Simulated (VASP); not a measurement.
**TiTe2: single point with PBE**

The system is TiTe2.

```
Ti Te
1.0
     3.77004    0.00000    0.00000
    -1.88502    3.26495    0.00000
     0.00000    0.00000    6.88945
Ti Te
1 2
Direct
  0.00000 0.00000 0.00000
  0.33333 0.66667 0.25107
  0.66667 0.33333 0.74893
```

The cell was built by a generator and needn't be a form met in nature.

The cell isn't the ideal one: cell and atoms relaxed at 0 GPa.

```yaml
Program: VASP 6.6.1
Task: single point
Functional: PBE
Potentials_or_basis: VASP PAW PBE potentials, release 64 (Ti_sv, Te)
Cutoff: 520 eV
k_mesh: 12 × 12 × 8
Occupations: gaussian, width 0.03 eV
Spin: no spin polarisation
Dipole_correction: no
Further_INCAR_settings: ALGO = Fast; EDIFF = 1e-06; NBANDS = 19
```

```json
{"Pressure": "-0.1 GPa", "Largest force": "0.010 eV/Å", "Band gap on the k mesh": "none (metal or under the smearing width)"}
```

Forces in eV/Å, atoms in the order of the input:
```
Ti   0.000  0.000  0.000
Te   0.000  0.000  0.010
Te   0.000  0.000 -0.010
```

Levels at points of the mesh, in eV from the Fermi level:
```tsv
k point	band 8	band 9	band 10	band 11	band 12	band 13	band 14	band 15	band 16	band 17
(0.00, 0.00, 0.00)	-1.57	-1.57	0.01	0.31	0.40	0.40	1.11	1.11	3.17	3.17
(0.50, 0.00, 0.00)	-3.77	-2.42	-2.33	-1.74	-0.90	-0.01	1.15	1.48	2.47	3.19
(0.00, 0.00, 0.50)	-2.44	-1.53	-1.53	0.39	0.39	0.88	0.94	0.94	3.41	3.41
(0.50, 0.00, 0.50)	-4.28	-2.38	-1.88	-1.22	-0.61	-0.26	1.15	1.46	2.74	3.36
```

Run time: 2.8 min on 1 thread of Intel(R) Xeon(R) 6975P-C (Granite Rapids) (shared host), peak memory 0.35 GiB.

Caveat: this functional lacks dispersion, which binds the layers, so the pressure and a relaxed spacing across them are unreliable. Spin-orbit coupling is left out, which matters for the levels of Te.
